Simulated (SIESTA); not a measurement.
Runs of SIESTA 5.4.2 on ZrC. The structure is cubic, space group Fm-3m (No. 225). Conventional cell: a = 4.730 Å, b = 4.730 Å, c = 4.730 Å, α = 90.00°, β = 90.00°, γ = 90.00°. Zr (site symmetry m-3m) is surrounded by 6 C at 2.37 Å. C (site symmetry m-3m) has 6 Zr at 2.37 Å as nearest neighbours. 

```tsv
task	level	potentials or basis	spin	cell	k mesh	optimiser	force tolerance	gap on the mesh (eV)	pressure (GPa)	moment (μB)
band structure	PBEsol	PseudoDojo 0.4 standard (PBEsol files), DZP (energy shift 0.003 Ry; two zetas on semicore shells)	off	as given	8 × 8 × 8	-	-	none	(a)	-
band structure	PBE	PseudoDojo 0.4 standard (PBE files), DZP (energy shift 0.003 Ry; two zetas on semicore shells)	off	as given	10 × 10 × 10	-	-	none	-0.9	-
band structure	PBEsol	PseudoDojo 0.4 standard (PBEsol files, fully relativistic), DZP (energy shift 0.003 Ry; two zetas on semicore shells)	non-collinear, zero start, SOC	as given	8 × 8 × 8	-	-	none	-6.5	0.00
relaxation of cell and atoms	PBE	PseudoDojo 0.4 standard (PBE files), DZP (energy shift 0.003 Ry; two zetas on semicore shells)	off	relaxed to 2 GPa	7 × 7 × 7	Broyden	0.02 eV/Å	none	2.0	-
band structure	PBE	PseudoDojo 0.4 standard (PBE files, fully relativistic), DZP (energy shift 0.003 Ry; two zetas on semicore shells)	non-collinear, zero start, SOC	as given	10 × 10 × 10	-	-	none	-1.0	0.00
relaxation of cell and atoms	PBE	PseudoDojo 0.4 standard (PBE files), DZP (energy shift 0.003 Ry; two zetas on semicore shells)	off	relaxed	7 × 7 × 7	Broyden	0.02 eV/Å	none	0.0	-
relaxation of cell and atoms	PBE	PseudoDojo 0.4 standard (PBE files), DZP (energy shift 0.003 Ry; two zetas on semicore shells)	off	relaxed to 5 GPa	7 × 7 × 7	Broyden	0.02 eV/Å	none	5.0	-
relaxation of cell and atoms	PBE	PseudoDojo 0.4 standard (PBE files), DZP (energy shift 0.003 Ry; two zetas on semicore shells)	off	relaxed to 30 GPa	7 × 7 × 7	Broyden	0.02 eV/Å	none	30.1	-
```

Alike in all rows: smearing fermi-dirac 0.05 eV; grid cutoff 800 Ry; energy shift 0.003 Ry.

Question: Estimate the missing entries.

Answer: (a) -6.4.

Caveats: the basis of atomic orbitals isn't converged, which shifts pressures, moduli and gaps.

A k mesh can miss the band edges, and rows without SOC leave out spin-orbit coupling on Zr.

A gap of «none» marks a metal or a gap under the smearing width.
